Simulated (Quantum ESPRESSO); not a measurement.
# MgS (Niningerite) (Fm-3m) in Quantum ESPRESSO: further runs, part 4 of 4

Quantum ESPRESSO 7.5. Earlier steps stand in the parts before.

## (5) Phonons, RPBE

pw.in

```
&CONTROL
  calculation = 'scf'
  prefix = 'pwscf'
  outdir = './tmp'
  pseudo_dir = './pseudo'
  tprnfor = .true.
  tstress = .true.
  disk_io = 'low'
/
&SYSTEM
  ibrav = 0
  nat = 2
  ntyp = 2
  ecutwfc = 84
  nbnd = 14
  input_dft = 'rpbe'
  occupations = 'smearing'
  smearing = 'fd'
  degauss = 0.00367493
/
&ELECTRONS
  conv_thr = 4d-10
  electron_maxstep = 120
  mixing_beta = 0.5
/
ATOMIC_SPECIES
S     32.0600 S.upf
Mg    24.3050 Mg.upf
CELL_PARAMETERS angstrom
   0.0000000000    2.6016500000    2.6016500000
   2.6016500000    0.0000000000    2.6016500000
   2.6016500000    2.6016500000    0.0000000000
ATOMIC_POSITIONS crystal
S      0.5000000000    0.5000000000    0.5000000000
Mg     0.0000000000    0.0000000000    0.0000000000
K_POINTS automatic
6 6 6 1 1 1
```

relax.in

```
&CONTROL
  calculation = 'vc-relax'
  prefix = 'pwscf'
  outdir = './tmp'
  pseudo_dir = './pseudo'
  tprnfor = .true.
  tstress = .true.
  disk_io = 'low'
  nstep = 40
  forc_conv_thr = 0.0001
  etot_conv_thr = 1d-06
/
&SYSTEM
  ibrav = 0
  nat = 2
  ntyp = 2
  ecutwfc = 84
  nbnd = 14
  input_dft = 'rpbe'
  occupations = 'smearing'
  smearing = 'fd'
  degauss = 0.00367493
/
&ELECTRONS
  conv_thr = 4d-10
  electron_maxstep = 120
  mixing_beta = 0.5
/
&IONS
  ion_dynamics = 'bfgs'
/
&CELL
  cell_dynamics = 'bfgs'
  press = 0
  press_conv_thr = 0.2
/
ATOMIC_SPECIES
S     32.0600 S.upf
Mg    24.3050 Mg.upf
CELL_PARAMETERS angstrom
   0.0000000000    2.6016500000    2.6016500000
   2.6016500000    0.0000000000    2.6016500000
   2.6016500000    2.6016500000    0.0000000000
ATOMIC_POSITIONS crystal
S      0.5000000000    0.5000000000    0.5000000000
Mg     0.0000000000    0.0000000000    0.0000000000
K_POINTS automatic
6 6 6 1 1 1
```

scf2.in

```
&CONTROL
  calculation = 'scf'
  prefix = 'pwscf'
  outdir = './tmp'
  pseudo_dir = './pseudo'
  tprnfor = .true.
  tstress = .true.
  disk_io = 'low'
/
&SYSTEM
  ibrav = 0
  nat = 2
  ntyp = 2
  ecutwfc = 84
  nbnd = 14
  input_dft = 'rpbe'
  occupations = 'fixed'
/
&ELECTRONS
  conv_thr = 1d-13
  electron_maxstep = 120
  mixing_beta = 0.5
  startingpot = 'file'
  startingwfc = 'file'
/
ATOMIC_SPECIES
S     32.0600 S.upf
Mg    24.3050 Mg.upf
CELL_PARAMETERS angstrom
   0.0000000000    2.6378694694    2.6378694694
   2.6378694694    0.0000000000    2.6378694694
   2.6378694694    2.6378694694    0.0000000000
ATOMIC_POSITIONS crystal
S      0.5000000000    0.5000000000    0.5000000000
Mg     0.0000000000    0.0000000000    0.0000000000
K_POINTS automatic
6 6 6 1 1 1
```

ph.in

```
phonons of MgS
&INPUTPH
  prefix = 'pwscf'
  outdir = './tmp'
  tr2_ph = 1d-18
  fildyn = 'dyn'
  niter_ph = 90
  alpha_mix(1) = 0.7
  epsil = .true.
/
0.0000000000 0.0000000000 0.0000000000
```

dynmat.in

```
&INPUT
  fildyn = 'dyn'
  asr = 'crystal'
  lperm = .true.
  filout = 'dynmat.disp'
  fileig = 'dynmat.eig'
/
```

dynmat_lo.in

```
&INPUT
  fildyn = 'dyn'
  asr = 'crystal'
  filout = 'dynmat_lo.disp'
  fileig = 'dynmat_lo.eig'
  q(1) = 0
  q(2) = 0
  q(3) = 1
/
```

Potentials or basis: PseudoDojo 0.4.1 SR PBE standard.

The run is started by

```console
$ OMP_NUM_THREADS=1 mpirun -n 4 pw.x -nk 4 -in pw.in > pw.out
$ OMP_NUM_THREADS=1 mpirun -n 4 pw.x -nk 4 -in relax.in > relax.out
$ OMP_NUM_THREADS=1 mpirun -n 4 pw.x -nk 4 -in scf2.in > scf2.out
$ OMP_NUM_THREADS=1 mpirun -n 4 ph.x -nk 4 -in ph.in > ph.out
$ OMP_NUM_THREADS=1 mpirun -n 1 dynmat.x -in dynmat.in > dynmat.out
$ OMP_NUM_THREADS=1 mpirun -n 1 dynmat.x -in dynmat_lo.in > dynmat_lo.out
```

pw.out:

```text
This program is part of the open-source Quantum ESPRESSO suite
     for quantum simulation of materials; please cite
         "P. Giannozzi et al., J. Phys.:Condens. Matter 21 395502 (2009);
         "P. Giannozzi et al., J. Phys.:Condens. Matter 29 465901 (2017);
         "P. Giannozzi et al., J. Chem. Phys. 152 154105 (2020);
     in publications or presentations arising from this work. More details at

     IMPORTANT: XC functional enforced from input :
     Exchange-correlation= RPBE
                           (   1   4  44   4   0   0   0)
     Any further DFT definition will be discarded
     Please, verify this is what you really want

     Message from routine setup:
     using ibrav=0 with symmetry is DISCOURAGED, use correct ibrav instead

     K-points division:     npool     =       4
     Subspace diagonalization in iterative solution of the eigenvalue problem:
     a serial algorithm will be used

     G-vector sticks info
     --------------------
     sticks:   dense  smooth     PW     G-vecs:    dense   smooth      PW
     Sum        1123    1123    337                24693    24693    4015

     Using Slab Decomposition

     bravais-lattice index     =            0
     lattice parameter (alat)  =       6.9528  a.u.
     unit-cell volume          =     237.6694 (a.u.)^3
     number of atoms/cell      =            2
     number of atomic types    =            2
     number of electrons       =        16.00
     number of Kohn-Sham states=           14
     kinetic-energy cutoff     =      84.0000  Ry
     charge density cutoff     =     336.0000  Ry
[... 94 lines left out ...]
     Davidson diagonalization with overlap
     ethr =  1.00E-02,  avg # of iterations =  7.4

     Threshold (ethr) on eigenvalues was too large:
     Diagonalizing with lowered threshold

     Davidson diagonalization with overlap
     ethr =  6.21E-04,  avg # of iterations =  1.1

     total energy              =    -141.18329237 Ry
     estimated scf accuracy    <       0.09954009 Ry
[... 43 lines left out ...]
     iteration #  8     ecut=    84.00 Ry     beta= 0.50
     Davidson diagonalization with overlap
     ethr =  3.28E-11,  avg # of iterations =  2.0

     End of self-consistent calculation

          k = 0.0589 0.0589 0.0589 (  3092 PWs)   bands (ev):

   -68.4240 -35.2188 -35.2185 -35.2185  -6.1411   5.9186   6.3851   6.3851
    10.7285  14.2563  14.5898  14.5898  16.4512  16.4512
[... 73 lines left out ...]
   -68.4236 -35.2238 -35.2209 -35.2207  -4.5826   2.3912   4.5334   4.8299
     9.6850  11.2397  17.9351  18.1638  19.6595  20.7383

          k =-0.5303 0.1768-0.0589 (  3092 PWs)   bands (ev):

   -68.4236 -35.2232 -35.2209 -35.2202  -4.7803   2.6910   4.3654   4.9657
    10.8914  12.4473  15.1745  16.8303  18.8907  21.2473

          k =-0.4125 0.0589 0.0589 (  3094 PWs)   bands (ev):
[... 51 lines left out ...]
   -68.4236 -35.2241 -35.2203 -35.2195  -4.8061   2.0136   4.7059   5.6420
    11.8307  12.9906  14.1660  16.4927  19.2484  19.2616

     the Fermi energy is     7.6483 ev

!    total energy              =    -141.20039712 Ry
     estimated scf accuracy    <          2.0E-10 Ry
     smearing contrib. (-TS)   =      -0.00000000 Ry
     internal energy E=F+TS    =    -141.20039712 Ry

     The total energy is F=E-TS. E is the sum of the following terms:
     one-electron contribution =     -86.48352789 Ry
     hartree contribution      =      44.50171955 Ry
     xc contribution           =     -22.50511225 Ry
     ewald contribution        =     -76.71347653 Ry

     convergence has been achieved in   8 iterations

     Forces acting on atoms (cartesian axes, Ry/au):

     atom    1 type  1   force =     0.00000000    0.00000000    0.00000000
     atom    2 type  2   force =     0.00000000   -0.00000000   -0.00000000

     Total force =     0.000000     Total SCF correction =     0.000000

     Computing stress (Cartesian axis) and pressure

          total   stress  (Ry/bohr**3)                   (kbar)     P=       31.77
   0.00021595  -0.00000000  -0.00000000           31.77       -0.00       -0.00
  -0.00000000   0.00021595  -0.00000000           -0.00       31.77       -0.00
  -0.00000000  -0.00000000   0.00021595           -0.00       -0.00       31.77

=------------------------------------------------------------------------------=
   JOB DONE.
=------------------------------------------------------------------------------=
```

relax.out:

```text
This program is part of the open-source Quantum ESPRESSO suite
     for quantum simulation of materials; please cite
         "P. Giannozzi et al., J. Phys.:Condens. Matter 21 395502 (2009);
         "P. Giannozzi et al., J. Phys.:Condens. Matter 29 465901 (2017);
         "P. Giannozzi et al., J. Chem. Phys. 152 154105 (2020);
[... 1716 lines left out ...]
   0.00000000   0.00000210  -0.00000000            0.00        0.31       -0.00
   0.00000000  -0.00000000   0.00000210            0.00       -0.00        0.31

=------------------------------------------------------------------------------=
   JOB DONE.
=------------------------------------------------------------------------------=
```

Wall time 2.6 min (4 MPI ranks of Arm Neoverse V2, shared host); peak memory 0.44 GiB.

Results:

* Free energy: -1921.1438 eV
* Relaxed volume: 18.36 Å³/atom
* Relaxed cell: a = 3.731 Å, b = 3.731 Å, c = 3.731 Å, α = 60.00°, β = 60.00°, γ = 60.00°
* Space group after relaxing (to 0.05 Å): Fm-3m (No. 225)
* Pressure after relaxing: 0.0 GPa
* Electronic dielectric tensor (diagonal): 5.31
* Born charges (mean of the diagonal): S -2.37; Mg +2.37 e
* Highest phonon frequency at Γ, LO-TO splitting left out: 220 cm⁻¹
* Static dielectric tensor (diagonal): 16.71

The path:
```
step  energy change (eV)  largest force (eV/Å)  pressure (GPa)  volume (Å³)
   1              0.0000                0.0000            3.18        35.22
   2             -0.0090                0.0000            1.88        35.79
   3             -0.0138                0.0000            0.55        36.43
   4             -0.0143                0.0000            0.02        36.70
   5             -0.0143                0.0000            0.00        36.71
```

Final structure:
```yaml
crystal:
  lattice:
    - [0.00000, 2.63787, 2.63787]
    - [2.63787, 0.00000, 2.63787]
    - [2.63787, 2.63787, 0.00000]
  atoms:
    - { symbol: S, position: [0.50000, 0.50000, 0.50000] }
    - { symbol: Mg, position: [0.00000, 0.00000, 0.00000] }
```

Levels at points of the mesh, in eV from the valence-band top:
| k point | band 5 | band 6 | band 7 | band 8 | band 9 | band 10 | band 11 | band 12 |
| --- | --- | --- | --- | --- | --- | --- | --- | --- |
| (0.08, 0.08, 0.08) | -12.31 | -0.46 | 0.00 | 0.00 | 4.03 | 7.88 | 8.21 | 8.21 |

Phonon frequencies in cm⁻¹ (negative: imaginary):
```
              q point           frequencies
(0.000, 0.000, 0.000)  48 48 48 220 220 220
```

Electronic dielectric tensor:
```
5.31 0.00 0.00
0.00 5.31 0.00
0.00 0.00 5.31
```

Born effective charge tensors (e):
atom 1, S
```
-2.37  0.00  0.00
 0.00 -2.37  0.00
 0.00  0.00 -2.37
```
atom 2, Mg
```
2.37 0.00 0.00
0.00 2.37 0.00
0.00 0.00 2.37
```

Optical modes at Γ, degenerate ones joined, polar ones without the macroscopic field:
| cm⁻¹ | components | symmetry | active in | IR intensity, summed ((D/Å)²/amu) |
| --- | --- | --- | --- | --- |
| 218 | 3 | T1u | IR | 28.04 |

Zone-centre frequencies without and with the macroscopic field along z (cm⁻¹):
```csv
,optical modes in rising order
without,218 218 218
with the field,218 218 387
```

Static dielectric tensor, electrons and zone-centre modes:
```
16.71  0.00  0.00
 0.00 16.71  0.00
 0.00  0.00 16.71
```

Caveat: the potentials were made for another functional, which shifts forces and pressure; before the sum rule the acoustic modes lie tens of cm⁻¹ from zero, a sign that the density grid also shifts the optical modes.

## (6) The runs side by side

| level | potentials or basis | form of the LDA correlation | pressure (GPa) |
| --- | --- | --- | --- |
| LDA | PseudoDojo 0.4.1 SR LDA standard | PW92 | 0.0 |
| PBE | PseudoDojo 0.4.1 SR PBE standard | - | 0.0 |
| PBEsol | PseudoDojo 0.4.1 SR PBEsol standard | - | 0.0 |
| RPBE | PseudoDojo 0.4.1 SR PBE standard | - | 0.0 |

Alike in all rows: task phonons; no spin polarisation; cell relaxed; k mesh 6 × 6 × 6, shifted; cutoff (eV) 1143; smearing fermi-dirac 0.05 eV.

Caveats: before the sum rule the acoustic modes lie tens of cm⁻¹ from zero, a sign that the density grid also shifts the optical modes (some runs); the potentials were made for another functional, which shifts forces and pressure (some runs).

Total energies depend on the potentials used, so only differences within one code and one set of settings carry meaning.
